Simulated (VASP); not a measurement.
# OH in VASP: relaxation of the atoms with PBE+D3(BJ)

Aim: the relaxation of the atoms of OH with PBE+D3(BJ).

Program: VASP 6.6.1. These are calculated values, not measurements. Logs are shortened: lines on timing, memory, paths and dates and some standing lists are left out, and cuts for length are marked.

### 1 The structure

The cell holds a molecule_in_box, 2 atoms: a = 14.000 Å, b = 14.500 Å, c = 15.000 Å, α = 90.00°, β = 90.00°, γ = 90.00°.

### 2 Relaxation of the atoms, PBE+D3(BJ), collinear spin, ferromagnetic start

File INCAR:

```
SYSTEM = HO
  PREC = Accurate
  ENCUT = 450
  EDIFF = 1E-6
  ISMEAR = 0
  SIGMA = 0.005
  LREAL = .FALSE.
  LASPH = .TRUE.
  NELM = 200
  ALGO = Normal
  ISIF = 2
  LWAVE = .FALSE.
  LCHARG = .FALSE.
  ISPIN = 2
  MAGMOM = 1 0
  LORBIT = 11
  GGA = PE
  IVDW = 12
  IBRION = 2
  NSW = 80
  EDIFFG = -0.01
  AMIX = 0.2
  BMIX = 1E-4
  AMIX_MAG = 0.8
  BMIX_MAG = 1E-4
  ISYM = 0
```

File KPOINTS:

```
regular mesh
0
G
  1 1 1
  0 0 0
```

File POSCAR:

```
HO
1.0
   14.0000000000      0.0000000000      0.0000000000
    0.0000000000     14.5000000000      0.0000000000
    0.0000000000      0.0000000000     15.0000000000
O H
1 1
Direct
    0.4876409400      0.4989812700      0.4718489100
    0.5123590600      0.5010187300      0.5281510900
```

Potentials or basis: VASP PAW PBE potentials, release 64 (O, H).

Launch:

```sh
> cat potpaw_PBE.64/O/POTCAR potpaw_PBE.64/H/POTCAR > POTCAR
> mpirun -np 2 vasp_gam > vasp.out
```

OUTCAR:

```text
SYSTEM = HO
   PREC = Accurate
   ENCUT = 450
   EDIFF = 1E-6
   ISMEAR = 0
   LREAL = .FALSE.
   LASPH = .TRUE.
   NELM = 200
   ISIF = 2
   ISPIN = 2
   LORBIT = 11
   GGA = PE
   IVDW = 12
   IBRION = 2
   NSW = 80
   EDIFFG = -0.01
   AMIX = 0.2
   AMIX_MAG = 0.8
   ISYM = 0
 IVDW          = 12

 ion  position               nearest neighbor table
   1  0.488  0.499  0.472-   2 0.91
   2  0.512  0.501  0.528-   1 0.91

IMPORTANT INFORMATION: All symmetrisations will be switched off!
NOSYMM: (Re-)initialisation of all symmetry stuff for point group C_1.

----------------------------------------------------------------------------------------

                                     Primitive cell

  volume of cell :    3045.0000

  direct lattice vectors                    reciprocal lattice vectors
    14.000000000  0.000000000  0.000000000     0.071428571  0.000000000  0.000000000
     0.000000000 14.500000000  0.000000000     0.000000000  0.068965517  0.000000000
     0.000000000  0.000000000 15.000000000     0.000000000  0.000000000  0.066666667

  length of vectors
    14.000000000 14.500000000 15.000000000     0.071428571  0.068965517  0.066666667

  position of ions in fractional coordinates (direct lattice)
     0.487640940  0.498981270  0.471848910
     0.512359060  0.501018730  0.528151090

  ion indices of the primitive-cell ions
   primitive index   ion index
                 1           1
                 2           2

----------------------------------------------------------------------------------------

 KPOINTS: regular mesh

Automatic generation of k-mesh.
 Grid dimensions read from file:
 generate k-points for:    1    1    1

 Generating k-lattice:

  Cartesian coordinates                     Fractional coordinates (reciprocal lattice)
     0.071428571  0.000000000  0.000000000     1.000000000  0.000000000  0.000000000
     0.000000000  0.068965517  0.000000000     0.000000000  1.000000000  0.000000000
     0.000000000  0.000000000  0.066666667     0.000000000  0.000000000  1.000000000

  Length of vectors
     0.071428571  0.068965517  0.066666667

  Shift w.r.t. Gamma in fractional coordinates (k-lattice)
     0.000000000  0.000000000  0.000000000

 Subroutine IBZKPT returns following result:
 ===========================================

 Found      1 irreducible k-points:

 Following reciprocal coordinates:
            Coordinates               Weight
  0.000000  0.000000  0.000000      1.000000
   k-points           NKPTS =      1   k-points in BZ     NKDIM =      1   number of bands    NBANDS=      8
   number of dos      NEDOS =    301   number of ions     NIONS =      2
   total plane-waves  NPLWV = ******
   dimension x,y,z NGX =    98 NGY =  100 NGZ =  108
   dimension x,y,z NGXF=   196 NGYF=  200 NGZF=  216
   ions per type =               1   1
   NGX,Y,Z   is equivalent  to a cutoff of  11.64, 11.47, 11.97 a.u.
   NGXF,Y,Z  is equivalent  to a cutoff of  23.27, 22.93, 23.94 a.u.
 SYSTEM =  HO
   PREC   = accura    normal or accurate (medium, high low for compatibility)
   ISTART =      0    job   : 0-new  1-cont  2-samecut
   ICHARG =      2    charge: 1-file 2-atom 10-const
   ISPIN  =      2    spin polarized calculation?
   LNONCOLLINEAR =      F non collinear calculations
   LSORBIT =      F    spin-orbit coupling
   LASPH  =      T    aspherical Exc in radial PAW
   ENCUT  =  450.0 eV  33.07 Ry    5.75 a.u.  24.22 25.08 25.95*2*pi/ulx,y,z
   NELM   =    200;   NELMIN=  2; NELMDL= -5     # of ELM steps
   EDIFF  = 0.1E-05   stopping-criterion for ELM
   LREAL  =      F    real-space projection
   EDIFFG = -.1E-01   stopping-criterion for IOM
   NSW    =     80    number of steps for IOM
   IBRION =      2    ionic relax: 0-MD 1-quasi-New 2-CG
   NFREE  =      1    steps in history (QN), initial steepest desc. (CG)
   ISIF   =      2    stress and relaxation
   ISYM   =      0    0-nonsym 1-usesym 2-fastsym
   POTIM  = 0.5000    time-step for ionic-motion
   TEBEG  =    0.0;   TEEND  =   0.0 temperature during run
   PSTRESS=    0.0 pullay stress
   NELECT =       7.0000    total number of electrons
   NUPDOWN=      -1.0000    fix difference up-down
   EMIN   =  10.00;   EMAX   =-10.00  energy-range for DOS
   EFERMI =   0.00;   METHOD = LEGACY
   ISMEAR =     0;   SIGMA  =   0.01  broadening in eV -4-tet -1-fermi 0-gaus
   EFERMI_NEDOS =   21; number of points for ismear=-14 and -15
   IALGO  =     38    algorithm
   IMIX   =      4    mixing-type and parameters
     AMIX     =   0.20;   BMIX     =  0.00
     AMIX_MAG =   0.80;   BMIX_MAG =  0.00
  volume/ion in A,a.u.               =    1522.50     10274.34
  Fermi-wavevector in a.u.,A,eV,Ry     =   0.216062  0.408298  0.635158  0.046683
  Thomas-Fermi vector in A             =   0.991158
   LORBIT       =     11    0 simple, 1 ext, 2 COOP (PROOUT), +10 PAW based schemes
   GGA     = PE    functional components
   LHFCALC =     F    Hartree Fock is set to
   AEXX    =    0.0000 exact exchange contribution
   IVDW    =    12    specifies the selected vdW correction
   LEPSILON=     F    determine dielectric tensor
   LRPA    =     F    only Hartree local field effects (RPA)
 conjugate gradient relaxation of ions
 spin polarized calculation
 Gauss-broadening in eV      SIGMA  =   0.01
  energy-cutoff  :      450.00
  volume of cell :     3045.00
 maximum number of plane-waves:     33027
 NGX is ok and might be reduce to    98
   NGX = 49   NGY = 51   NGZ = 51

--------------------------------------- Ionic step        1  -------------------------------------------

 number of electron       6.9999998 magnetization       1.0000000

 Free energy of the ion-electron system (eV)
  ---------------------------------------------------
  ext. energy  EPLUGINS =         0.00000000
  ---------------------------------------------------
  free energy    TOTEN  =        -7.60012435 eV

  energy without entropy =       -7.60012435  energy(sigma->0) =       -7.60012435

------------------------ aborting loop because EDIFF is reached ----------------------------------------

 Edisp (eV)   -0.00414

 E8    (eV) :    -0.0010

  FORCE on cell =-STRESS in cart. coord.  units (eV):
  Direction    XX          YY          ZZ          XY          YZ          ZX
  --------------------------------------------------------------------------------------
  -------------------------------------------------------------------------------------
  Total       0.29643    -0.22387     3.18587     0.04981     0.11945     1.42571
  in kB       0.15597    -0.11780     1.67630     0.02621     0.06285     0.75016
  external pressure =        0.57 kB  Pullay stress =        0.00 kB
[... 97 lines left out ...]
  FREE ENERGIE OF THE ION-ELECTRON SYSTEM (eV)
  ---------------------------------------------------
  free  energy   TOTEN  =        -7.5180133481 eV

  energy  without entropy=       -7.5180133481  energy(sigma->0) =       -7.51801335

[... ionic steps 4 to 14 ...]

--------------------------------------- Ionic step       15  -------------------------------------------

 number of electron       6.9999993 magnetization       1.0000000

------------------------ aborting loop because EDIFF is reached ----------------------------------------

 Edisp (eV)   -0.00415

 E8    (eV) :    -0.0010
[... 69 lines left out ...]
  energy  without entropy=       -7.7520123621  energy(sigma->0) =       -7.75201236

--------------------------------------- Ionic step       17  -------------------------------------------

 number of electron       6.9999994 magnetization       1.0000000

 Free energy of the ion-electron system (eV)
  ---------------------------------------------------
  ext. energy  EPLUGINS =         0.00000000
  ---------------------------------------------------
  free energy    TOTEN  =        -7.74786733 eV

  energy without entropy =       -7.74786733  energy(sigma->0) =       -7.74786733

 E-fermi :  -7.2795     XC(G=0):  -0.1804

 val. band max:       -7.3275016121   @ k =   0.0000   0.0000   0.0000
 cond. band min:      -6.4111452461   @ k =   0.0000   0.0000   0.0000
 fundamental gap:      0.9163563661
 Fermi energy:        -7.2794823751

 spin component 1

 k-point     1 :       0.0000    0.0000    0.0000
  band No.  band energies     occupation
      1     -25.3842      1.00000
      2     -11.5971      1.00000
      3      -9.9419      1.00000
      4      -7.9494      1.00000
      5      -0.8456      0.00000
      6       0.1114      0.00000
      7       0.5493      0.00000
      8       0.5564      0.00000
 Fermi energy:        -7.2794823751

 spin component 2

 k-point     1 :       0.0000    0.0000    0.0000
  band No.  band energies     occupation
      1     -23.8104      1.00000
      2     -10.9689      1.00000
      3      -7.3275      1.00000
      4      -6.4111      0.00000
      5      -0.7124      0.00000
      6       0.1299      0.00000
      7       0.5628      0.00000
      8       0.6221      0.00000

------------------------ aborting loop because EDIFF is reached ----------------------------------------
[... 29 lines left out ...]
  FREE ENERGIE OF THE ION-ELECTRON SYSTEM (eV)
  ---------------------------------------------------
  free  energy   TOTEN  =        -7.7520136941 eV

  energy  without entropy=       -7.7520136941  energy(sigma->0) =       -7.75201369

 reached required accuracy - stopping structural energy minimisation

 total charge

# of ion       s       p       d       tot
------------------------------------------
    1        1.610   3.249   0.000   4.859
    2        0.617   0.108   0.000   0.724
--------------------------------------------------
tot          2.227   3.356   0.000   5.583

 magnetization (x)

# of ion       s       p       d       tot
------------------------------------------
    1        0.011   0.758   0.000   0.769
    2       -0.014   0.009   0.000  -0.005
--------------------------------------------------
tot         -0.003   0.767   0.000   0.764
```

It took 18 min on 2 MPI ranks of Intel Xeon 6975P-C (Granite Rapids), shared host; peak memory 1.4 GiB.

Results:

```
Free energy                                           : -7.7520 eV
Energy gained by relaxing                             : 73.9 meV/atom
Ionic steps                                           : 17
Largest force after relaxing                          : 0.006 eV/Å
Gap between the frontier levels                       : 0.92 eV
Net moment                                            : 1.00 μB per cell
Site moments                                          : O +0.77; H -0.01 μB
Valence electrons inside the program's atomic spheres : O 4.86; H 0.72
Dispersion energy per atom                            : -0.002 eV
```

Forces on the atoms (eV/Å):
```
O    0.002  0.000  0.006
H   -0.002  0.000 -0.006
```

The path:
```csv
step,energy change (eV),largest force (eV/Å),pressure (GPa)
1,0.0000,4.3860,0.06
2,1.2092,5.3882,-0.14
3,0.0863,3.5413,-0.08
4,-0.1274,1.2596,-0.04
5,-0.1471,0.2384,-0.01
6,-0.1477,0.0274,-0.01
7,-0.1477,0.0400,-0.01
8,-0.1477,0.0386,-0.01
9,-0.1477,0.0346,-0.01
10,-0.1477,0.0344,-0.01
11,-0.1477,0.0342,-0.01
12,-0.1477,0.0336,-0.01
13,-0.1477,0.0323,-0.01
14,-0.1477,0.0297,-0.01
15,-0.1477,0.0245,-0.01
16,-0.1477,0.0143,-0.01
17,-0.1477,0.0065,-0.01
```

Final structure:
```xyz
2
Lattice="14.0000 0.0000 0.0000 0.0000 14.5000 0.0000 0.0000 0.0000 15.0000" Properties=species:S:1:pos:R:3 pbc="T T T"
O     6.8129    7.2339    7.0435
H     7.1871    7.2661    7.9565
```

Caveat: the cutoff is under 1.25 times the usual one of these potentials, so pressure, stress and relaxed cells hold a basis-set (Pulay) error.
